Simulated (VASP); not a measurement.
## Sn and the effect of spin-orbit coupling

The cell as given:

The structure is cubic, space group Im-3m (No. 229). The conventional cell has a = 3.789 Å, b = 3.789 Å, c = 3.789 Å, α = 90.00°, β = 90.00°, γ = 90.00°. Around Sn (site symmetry m-3m) lie 8 Sn at 3.28 Å.

This isn't the form of Sn at room conditions, which is tetragonal (white tin).

Kept alike: task relaxation of cell and atoms; functional LDA; k mesh 7 × 7 × 7; occupations fermi-dirac, width 0.05 eV. Program: VASP, LDA PAW files Sn_d, 600 eV. The mesh is that of the run's cell of 1 atom.

```csv
spin-orbit coupling,volume (Å³/atom)
off,25.675
on,25.704
```

The relaxations keep at least the cell's symmetry (Im-3m). For a metal such a mesh leaves the last digits unconverged. Relaxations stop with a little pressure left, so the last digits of a volume or edge aren't settled.

What does spin-orbit coupling change here?

The volume runs from 25.675 (off) to 25.704 Å³/atom (on).

Spin-orbit coupling leaves the equilibrium volume of body-centred cubic tin practically unchanged: 25.675 Å³/atom without it and 25.704 Å³/atom with it. The difference is too small to support a real expansion, or a mechanism for one.

The insensitivity fits the bonding. Tin's valence p states are split appreciably by spin-orbit coupling, but in this dense metal they form broad bands together with the s states, and the splitting is small compared with the band width. To first order, the upward and downward shifts largely cancel when summed over the occupied states, leaving only a weak net contribution to the bonding energy and its dependence on volume. The filled d shell adds little, since its spin-orbit shifts also nearly cancel.

A nearly unchanged volume doesn't mean an unchanged electronic structure: spin-orbit coupling can still lift band degeneracies and alter the Fermi surface locally, neither of which can be judged from these volumes.
